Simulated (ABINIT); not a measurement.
# W in ABINIT: relaxation of the atoms with PBE+D3

Aim: the relaxation of the atoms of W with PBE+D3.

All numbers are computed with ABINIT 10.8.3 (patched build); they aren't measurements. Logs are shortened: lines on timing, memory, paths and dates and some standing lists are left out, and cuts for length are marked. The log counts tension as positive stress, the text compression.

## 1. Starting point

The cell holds a slab with vacuum, 5 atoms: a = 2.871 Å, b = 2.871 Å, c = 24.376 Å, α = 90.00°, β = 90.00°, γ = 120.00°.

## 2. Relaxation of the atoms, PBE+D3

File run.abi:

```
pp_dirpath "./"
pseudos "W.GGA_PBE-JTH.xml"

acell 3*1.0 Angstrom
rprim
     2.8708535316     0.0000000000     0.0000000000
    -1.4354267658     2.4862320889     0.0000000000
     0.0000000000     0.0000000000    24.3761683716
ntypat 1
znucl 74
natom 5
typat 1 1 1 1 1
xred
     0.6666666667     0.3333333333     0.3076775597
     0.3333333333     0.6666666667     0.4038387799
     0.0000000000     0.0000000000     0.5000000000
     0.6666666667     0.3333333333     0.5961612201
     0.3333333333     0.6666666667     0.6923224403
chkprim 0
chksymtnons 0
tolsym 1.0e-6

ecut 16.0
pawecutdg 32.0
pawxcdev 0

kptopt 1
ngkpt 11 11 1
nshiftk 1
shiftk 0.0 0.0 0.0

ixc 11
vdw_xc 6

nband 42
occopt 3
tsmear 0.05 eV

nstep 120
tolvrs 1.0e-9

iomode 3
prtwf 0
prtden 0
prteig 0
prtebands 0

ionmov 3
ntime 60
tolmxf 0.0001
```

Potentials or basis: JTH PAW PBE v2.0.

On the command line:

```bash
> mpirun --bind-to none -np 4 abinit run.abi > log 2>&1
```

run.abo:

```text
.Version 10.8.3 of ABINIT
 Symmetries : space group P-3 m 1 (#164); Bravais hP (primitive hexag.)
================================================================================
 Values of the parameters that define the memory need of the present run
     intxc =       0    ionmov =       3      iscf =      17    lmnmax =      18
     lnmax =       6     mgfft =     180  mpssoang =       3    mqgrid =   11731
     natom =       5  nloc_mem =       2    nspden =       1   nspinor =       1
    nsppol =       1      nsym =      12    n1xccc =       1    ntypat =       1
    occopt =       3   xclevel =       2
       mpw =        3647          nfft =       72000          nkpt =          16
Pmy_natom=         2
 PAW method is used; the additional fine FFT grid is defined by:
   mgfftf=       240    nfftf =    216000
================================================================================
================================================================================

--------------------------------------------------------------------------------
------------- Echo of variables that govern the present computation ------------
--------------------------------------------------------------------------------
 -outvars: echo values of preprocessed input variables --------
            acell      1.8897261259E+00  1.8897261259E+00  1.8897261259E+00 Bohr
              amu      1.83850000E+02
          chkprim           0
      chksymtnons           0
             ecut      1.60000000E+01 Hartree
           ionmov           3
              ixc          11
         kptrlatt       11    0    0      0   11    0      0    0    1
          kptrlen      5.96763961E+01
            natom           5
            nband          42
            ngfft          20      20     180
          ngfftdg          30      30     240
             nkpt          16
            nstep         120
             nsym          12
            ntime          60
           ntypat           1
           occopt           3
        pawecutdg      3.20000000E+01 Hartree
         pawxcdev           0
           prtden           0
        prtebands           0
           prteig           0
            prtwf           0
            rprim      2.8708535316E+00  0.0000000000E+00  0.0000000000E+00
                      -1.4354267658E+00  2.4862320889E+00  0.0000000000E+00
                       0.0000000000E+00  0.0000000000E+00  2.4376168372E+01
          spgroup         164
           tolmxf      1.00000000E-04
           tolsym      1.00000000E-06
           tolvrs      1.00000000E-09
           tsmear      1.83746611E-03 Hartree
            typat      1  1  1  1  1
           useylm           1
           vdw_xc           6
           xangst      1.4354267658E+00  8.2874402963E-01  7.4999999994E+00
                      -8.5615632589E-18  1.6574880593E+00  9.8440420938E+00
                       0.0000000000E+00  0.0000000000E+00  1.2188084186E+01
                       1.4354267658E+00  8.2874402963E-01  1.4532126278E+01
                      -8.5615632589E-18  1.6574880593E+00  1.6876168372E+01
            xcart      2.7125634612E+00  1.5660992445E+00  1.4172945943E+01
                      -1.6179009769E-17  3.1321984890E+00  1.8602543529E+01
                       0.0000000000E+00  0.0000000000E+00  2.3032141111E+01
                       2.7125634612E+00  1.5660992445E+00  2.7461738692E+01
                      -1.6179009769E-17  3.1321984890E+00  3.1891336278E+01
             xred      6.6666666667E-01  3.3333333333E-01  3.0767755970E-01
                       3.3333333333E-01  6.6666666667E-01  4.0383877990E-01
                       0.0000000000E+00  0.0000000000E+00  5.0000000000E-01
                       6.6666666667E-01  3.3333333333E-01  5.9616122010E-01
                       3.3333333333E-01  6.6666666667E-01  6.9232244030E-01
            znucl       74.00000

================================================================================

 chkinp: Checking input parameters for consistency.

================================================================================
== DATASET  1 ==================================================================

--- !DatasetInfo
iteration_state: {dtset: 1, }
dimensions: {natom: 5, nkpt: 16, mband: 42, nsppol: 1, nspinor: 1, nspden: 1, mpw: 3647, }
cutoff_energies: {ecut:  16.0, pawecutdg:  32.0, }
electrons: {nelect:   7.00000000E+01, charge:   0.00000000E+00, occopt:   3.00000000E+00, tsmear:   1.83746611E-03, }
meta: {optdriver: 0, ionmov: 3, optcell: 0, iscf: 17, paral_kgb: 0, }
...
[... 1055 lines left out ...]
       0.666666666667      0.333333333333      0.590520633203
       0.333333333333      0.666666666667      0.684672157062
 rms dE/dt=  3.6406E-04; max dE/dt=  9.1671E-04; dE/dt below (all hartree)
    1       0.000000000000     -0.000000000000     -0.000916712106
    2      -0.000000000000     -0.000000000000     -0.000391995310
    3       0.000000000000      0.000000000000      0.000000000000
    4       0.000000000000      0.000000000000      0.000391995310
    5      -0.000000000000     -0.000000000000      0.000916712106

 cartesian coordinates (angstrom) at end:
    1      1.43542676580000     0.82874402963333     7.68648459170664
    2     -0.00000000000000     1.65748805926667     9.98153798972984
    3      0.00000000000000     0.00000000000000    12.18808418580000
    4      1.43542676580000     0.82874402963333    14.39463038187015
    5     -0.00000000000000     1.65748805926667    16.68968377989332

 cartesian forces (hartree/bohr) at end:
    1     -0.00000000000000     0.00000000000000     0.00001990071399
    2      0.00000000000000     0.00000000000000     0.00000850974531
    3     -0.00000000000000    -0.00000000000000    -0.00000000000000
    4     -0.00000000000000    -0.00000000000000    -0.00000850974531
    5      0.00000000000000     0.00000000000000    -0.00001990071399
 frms,max,avg= 7.9031992E-06 1.9900714E-05   0.000E+00  0.000E+00  0.000E+00 h/b

 cartesian forces (eV/Angstrom) at end:
    1     -0.00000000000000     0.00000000000000     0.00102333585821
    2      0.00000000000000     0.00000000000000     0.00043758869777
    3     -0.00000000000000    -0.00000000000000    -0.00000000000000
    4     -0.00000000000000    -0.00000000000000    -0.00043758869777
    5      0.00000000000000     0.00000000000000    -0.00102333585821
 frms,max,avg= 4.0639884E-04 1.0233359E-03   0.000E+00  0.000E+00  0.000E+00 e/A
 length scales=  1.889726125908  1.889726125908  1.889726125908 bohr
              =  1.000000000000  1.000000000000  1.000000000000 angstroms
 Fermi (or HOMO) energy (hartree) =   0.06253   Average Vxc (hartree)=  -0.25855
 Eigenvalues (hartree) for nkpt=  16  k points:
 kpt#   1, nband= 42, wtk=  0.00826, kpt=  0.0000  0.0000  0.0000 (reduced coord)
  -2.64996   -2.64994   -2.64506   -2.64435   -2.63838   -1.35308   -1.34634   -1.33554
  -1.32334   -1.31713   -1.31713   -1.31665   -1.31665   -1.31428   -1.31428   -1.31324
  -1.31324   -1.30774   -1.30774   -1.30769   -0.26094   -0.22231   -0.17736   -0.14958
  -0.14595    0.01347    0.02299    0.02849    0.02849    0.03328    0.03532    0.03532
   0.04498    0.04498    0.05245    0.05752    0.05752    0.06109    0.06109    0.06547
   0.09574    0.14417
      occupation numbers for kpt#   1
   2.00000    2.00000    2.00000    2.00000    2.00000    2.00000    2.00000    2.00000
   2.00000    2.00000    2.00000    2.00000    2.00000    2.00000    2.00000    2.00000
   2.00000    2.00000    2.00000    2.00000    2.00000    2.00000    2.00000    2.00000
   2.00000    2.00000    2.00000    2.00000    2.00000    2.00000    2.00000    2.00000
   1.99986    1.99986    1.99174    1.87703    1.87703    1.37259    1.37259    0.33636
   0.00000    0.00000
 prteigrs : prtvol=0 or 1, do not print more k-points.

--- !EnergyTerms
iteration_state     : {dtset: 1, itime: 8, icycle: 1, }
comment             : Components of total free energy in Hartree
kinetic             :  3.39070728203125E+01
hartree             :  1.41402624710123E+03
xc                  : -3.81322556259484E+01
Ewald energy        :  1.10213868530938E+03
psp_core            :  1.40320427308121E+01
local_psp           : -2.88814411252528E+03
PAW spherical_terms :  1.71879727342178E+01
VdWaals_dft_d       : -8.30675534302212E-02
internal            : -3.45067415008715E+02
'-kT*entropy'       : -1.66430554290970E-03
total_energy        : -3.45069079314258E+02
total_energy_eV     : -9.38980799876532E+03
...

--- !EnergyTermsDC
iteration_state     : {dtset: 1, itime: 8, icycle: 1, }
comment             : '"Double-counting" decomposition of free energy'
band_energy         : -6.73310428227927E+01
Ewald energy        :  1.10213868530938E+03
psp_core            :  1.40320427308121E+01
xc_dc               : -1.43117745392086E+03
PAW spherical_terms :  3.73533997212343E+01
VdWaals_dft_d       : -8.30675534302212E-02
internal            : -3.45067436535661E+02
'-kT*entropy'       : -1.66430554290970E-03
total_energy_dc     : -3.45069100841203E+02
total_energy_dc_eV  : -9.38980858454335E+03
...

--- !EnergyTermsWithPAWCore
iteration_state     : {dtset: 1, itime: 8, icycle: 1, }
comment             : 'Components of total free energy, including PAW core contributions'
Total energy        : -8.07145656863648E+04
Total energy DC     : -8.07145657078918E+04
Total energy (eV)   : -2.19635522256828E+06
Total energy DC (eV): -2.19635522315406E+06
...

 rms coord change=  3.4707E-03   atom, delta coord (reduced):
     1        0.000000000000      0.000000000000      0.007650283238
     2        0.000000000000      0.000000000000      0.005640586897
     3        0.000000000000      0.000000000000      0.000000000000
     4        0.000000000000      0.000000000000     -0.005640586897
     5        0.000000000000      0.000000000000     -0.007650283238

 Cartesian components of stress tensor (hartree/bohr^3)
  sigma(1 1)=  2.18693231E-04  sigma(3 2)=  0.00000000E+00
  sigma(2 2)=  2.18693232E-04  sigma(3 1)=  0.00000000E+00
  sigma(3 3)=  2.16586105E-05  sigma(2 1)=  0.00000000E+00

-Cartesian components of stress tensor (GPa)         [Pressure= -4.5019E+00 GPa]
- sigma(1 1)=  6.43417701E+00  sigma(3 2)=  0.00000000E+00
- sigma(2 2)=  6.43417701E+00  sigma(3 1)=  0.00000000E+00
- sigma(3 3)=  6.37218321E-01  sigma(2 1)=  0.00000000E+00

== END DATASET(S) ==============================================================
================================================================================

 -outvars: echo values of variables after computation  --------
            acell      1.8897261259E+00  1.8897261259E+00  1.8897261259E+00 Bohr
           etotal     -3.4506910084E+02
            fcart     -0.0000000000E+00  2.0058878376E-29  1.9900713988E-05
                       2.4816426064E-29  7.7369959451E-29  8.5097453088E-06
                      -0.0000000000E+00 -2.2924432430E-29 -0.0000000000E+00
                      -4.9632852129E-29 -8.0235513505E-29 -8.5097453088E-06
                       2.4816426064E-29  5.7311081075E-30 -1.9900713988E-05
            rprim      2.8708535316E+00  0.0000000000E+00  0.0000000000E+00
                      -1.4354267658E+00  2.4862320889E+00  0.0000000000E+00
                       0.0000000000E+00  0.0000000000E+00  2.4376168372E+01
           strten      2.1869323141E-04  2.1869323151E-04  2.1658610506E-05
                       0.0000000000E+00  0.0000000000E+00  0.0000000000E+00
           xangst      1.4354267658E+00  8.2874402963E-01  7.6864845917E+00
                      -8.5615632589E-18  1.6574880593E+00  9.9815379897E+00
                       5.8939368164E-28  2.6698184708E-29  1.2188084186E+01
                       1.4354267658E+00  8.2874402963E-01  1.4394630382E+01
                      -8.5615632589E-18  1.6574880593E+00  1.6689683780E+01
             xred      6.6666666667E-01  3.3333333333E-01  3.1532784294E-01
                       3.3333333333E-01  6.6666666667E-01  4.0947936680E-01
                       2.1067180165E-28  1.0738412084E-29  5.0000000000E-01
                       6.6666666667E-01  3.3333333333E-01  5.9052063320E-01
                       3.3333333333E-01  6.6666666667E-01  6.8467215706E-01
 Calculation completed.
```

Wall time 8.7 min (4 MPI ranks of Arm Neoverse V2, shared host); peak memory 0.6 GiB.

Results:

```
Free energy                                           : -9389.8086 eV
Energy gained by relaxing                             : 19.9 meV/atom
Ionic steps                                           : 8
Band gap on the k mesh                                : none (metal or under the smearing width)
Valence electrons inside the program's atomic spheres : W 11.58, 11.74, 11.79 (radii [1.2763] Å)
```

The path:
| step | energy change (eV) | largest force (eV/Å) | pressure (GPa) |
| --- | --- | --- | --- |
| 1 | 0.0000 | 0.3230 | -8.95 |
| 2 | -0.0026 | 0.2887 | -8.99 |
| 3 | -0.0317 | 0.5059 | -8.15 |
| 4 | -0.0417 | 0.5800 | -7.50 |
| 5 | -0.0596 | 0.5510 | -6.49 |
| 6 | -0.0884 | 0.3831 | -4.92 |
| 7 | -0.0990 | 0.0637 | -4.46 |
| 8 | -0.0993 | 0.0010 | -4.50 |

Final structure:
```
CELL_PARAMETERS angstrom
2.87085 0.00000 0.00000
-1.43543 2.48623 0.00000
0.00000 0.00000 24.37617
ATOMIC_POSITIONS crystal
W 0.66667 0.33333 0.31533
W 0.33333 0.66667 0.40948
W 0.00000 0.00000 0.50000
W 0.66667 0.33333 0.59052
W 0.33333 0.66667 0.68467
```

Levels at points of the mesh, in eV from the Fermi level:
| k point | band 31 | band 32 | band 33 | band 34 | band 35 | band 36 | band 37 | band 38 | band 39 | band 40 |
| --- | --- | --- | --- | --- | --- | --- | --- | --- | --- | --- |
| (0.00, 0.00, 0.00) | -0.74 | -0.74 | -0.48 | -0.48 | -0.27 | -0.14 | -0.14 | -0.04 | -0.04 | 0.08 |

Spin-orbit coupling is left out, which matters for the levels of W.
